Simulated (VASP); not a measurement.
Set up this calculation in VASP 6.6.1, as the native input.

```yaml
Task: relaxation of cell and atoms
Functional: PBE
Dispersion: D3(BJ)
Potentials_or_basis: VASP PAW PBE potentials, release 64 (In_d, P)
Cutoff: 600 eV
k_mesh: 8 × 8 × 8
Occupations: gaussian, width 0.03 eV
Spin: no spin polarisation
Further_INCAR_settings: ALGO = Normal; EDIFF = 1e-07; IBRION = 2; EDIFFG = -0.005; NSW = 90; ISIF = 3
```

The structure of InP lies in POSCAR:

```
InP                                     
1.0
   -0.0000000000      2.9463792092      2.9463792092
    2.9463792092      0.0000000000      2.9463792092
    2.9463792092      2.9463792092      0.0000000000
  In              P             
     1     1
Direct
     0.0000000000000000    0.0000000000000000    0.0000000000000000
     0.2500000000000000    0.2500000000000000    0.2500000000000000
```

These files were run (other wordings do the same):

INCAR

```
SYSTEM = InP
  PREC = Accurate
  ENCUT = 600
  EDIFF = 1E-7
  ISMEAR = 0
  SIGMA = 0.03
  LREAL = .False.
  LASPH = .True.
  NELM = 80
  ALGO = Normal
  ISIF = 3
  LWAVE = .False.
  LCHARG = .False.
  GGA = PE
  IVDW = 12
  IBRION = 2
  NSW = 90
  EDIFFG = -0.005
```

KPOINTS

```
regular mesh
0
Gamma
  8 8 8
  0 0 0
```

Potentials or basis: VASP PAW PBE potentials, release 64 (In_d, P).

Command:

```console
$ cat potpaw_PBE.64/In_d/POTCAR potpaw_PBE.64/P/POTCAR > POTCAR
$ mpirun -np 1 vasp_std > vasp.out
```

Results of the run:

* Pressure after relaxing: 0.0 GPa
* Band gap on the k mesh: 0.62 eV, direct
* Dispersion energy per atom: -0.308 eV

Caveat: the relaxation stopped at its first step, so nothing moved; spin-orbit coupling is left out, which moves the levels of the heavy elements.

Wall time 24 s on 1 thread of Intel(R) Xeon(R) Platinum 8259CL CPU @ 2.50GHz (Skylake/Cascade Lake) (shared host), peak memory 0.22 GiB.
